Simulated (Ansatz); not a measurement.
# SrTiO3: the cost of one run

Program: Ansatz 0.2.0. Level of theory: DFT PBE, scalar-relativistic, plane waves, PAW. These are calculated values, not measurements.

1 further run of the same task is left out (set aside as unsound or not needed).

### 1 The system as given

The structure is cubic, space group Fd-3m (No. 227). Conventional cell: a = 5.470 Å, b = 5.470 Å, c = 5.470 Å, α = 90.00°, β = 90.00°, γ = 90.00°. Around Si (site symmetry -43m) lie 4 Si at 2.37 Å.

Structure file:

```cif
data_structure
_symmetry_space_group_name_H-M 'Fd-3m:1'
_symmetry_Int_Tables_number 227
_cell_length_a 5.4698
_cell_length_b 5.4698
_cell_length_c 5.4698
_cell_angle_alpha 90.000
_cell_angle_beta 90.000
_cell_angle_gamma 90.000
_cell_volume 163.65
loop_
_atom_site_label
_atom_site_type_symbol
_atom_site_symmetry_multiplicity
_atom_site_Wyckoff_symbol
_atom_site_fract_x
_atom_site_fract_y
_atom_site_fract_z
_atom_site_occupancy
Si1 Si 8 a 0.50000 0.00000 0.50000 1
```

This cell was relaxed beforehand with the same method: volume 20.46 Å³/atom, gap on the mesh 0.62 eV.

### 2 The film's bulk on the base's lattice

The (110) plane of SrTiO3 is fitted to the (110) plane of Si, a strain of -1.7 % along x and -1.7 % along y; the third vector and the atoms relax.

File input.yaml:

```yaml
crystal:
  lattice:
    - [3.8677060746, 0.0, 0.0]
    - [0.0, 5.469762386, 0.0]
    - [0.0, -2.734881193, 2.8428896625]
  atoms:
    - { symbol: Sr, position: [0.0, 0.0, 0.0] }
    - { symbol: Ti, position: [0.5, 0.5, 0.0] }
    - { symbol: O, position: [0.5, 0.0, 0.5] }
    - { symbol: O, position: [0.5, 0.5, 0.5] }
    - { symbol: O, position: [0.0, 0.5, 0.0] }
basis:
  ecutwfc: 420
kpoints:
  mp_grid: { grid: [7, 5, 9] }
hamiltonian:
  xc: pbe
scf:
  occupations: { method: gaussian, width: 0.02 }
output:
  forces: true
  stress: true
  eigenvalues: true
relax:
  adjacent_minimum: "off"
  f_tol: 0.01
  max_steps: 50
  cell: { fix: [a, b, gamma], stress_tol: 0.1 }
```

Run with:

```sh
ansatz run input.yaml --threads 4 --pin off --max-ram 10240MiB --backend cpu --events-out ev --progress --plain --runs-dir out
```

Q: Estimate wall time and peak memory on 4 threads of Intel Xeon Platinum 8375C at 2.90GHz (Ice Lake), shared host.

About 9.9 s, with a peak of 0.52 GiB.
